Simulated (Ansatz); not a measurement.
## Ge: phonons with PBE

The system is Ge.

```xyz
2
Lattice="-2.5745 2.5745 1.3974 2.5745 -2.5745 1.3974 2.5745 2.5745 -1.3974" Properties=species:S:1:pos:R:3 pbc="T T T"
Ge    0.0000    0.0000    1.3974
Ge    2.5745    0.0000    0.6987
```

This isn't the form of Ge at room conditions, which is diamond.

```yaml
Program: Ansatz 0.2.0
Task: phonons
Functional: PBE
Potentials_or_basis: Ansatz PAW
Cutoff: "420 eV (not typed: the program's choice for these potentials)"
k_mesh: 8 × 8 × 8
Occupations: fermi-dirac, width 0.05 eV
Spin: no spin polarisation
q_mesh: 2 × 2 × 2
Path: "[[\"G\", \"X\", \"M\", \"G\", \"Z\", \"P\", \"N\", \"Z1\", \"M\"], [\"X\", \"P\"]]"
Points_for_each_segment_of_the_path: 8
```

```yaml
Band_gap_on_the_k_mesh: none (metal or under the smearing width)
Highest_phonon_frequency: 178 cm⁻¹
```

Levels at points of the mesh, in eV from the Fermi level:
```csv
k point,band 11,band 12,band 13,band 14,band 15,band 16,band 17,band 18
"(0.00, 0.00, 0.00)",-13.27,-4.02,-2.30,-2.30,3.32,7.64,7.64,8.19
"(0.00, 0.00, -0.50)",-10.52,-10.52,0.65,0.65,1.96,1.96,7.59,7.59
"(0.00, -0.50, 0.00)",-8.00,-6.34,-2.59,-1.97,-1.31,2.53,3.61,5.55
"(-0.50, -0.50, -0.50)",-8.84,-8.84,-5.87,-5.87,6.21,6.21,11.07,11.07
```

Phonon frequencies in cm⁻¹ (negative: imaginary):
```
                 q point            frequencies
   (0.000, 0.000, 0.000)       0 0 0 71 171 171
  (0.000, 0.000, -0.500)  46 46 145 145 145 145
  (0.000, -0.500, 0.000)   66 84 93 149 161 178
(-0.500, -0.500, -0.500)    49 49 70 70 147 147
```

Run time: 100 s on 2 threads of Intel(R) Xeon(R) Processor @ 2.50GHz (Skylake/Cascade Lake), on a shared host, peak memory 0.7 GiB.

Caveat: the q mesh is small, so phonon branches between its points and thermal values are rough.
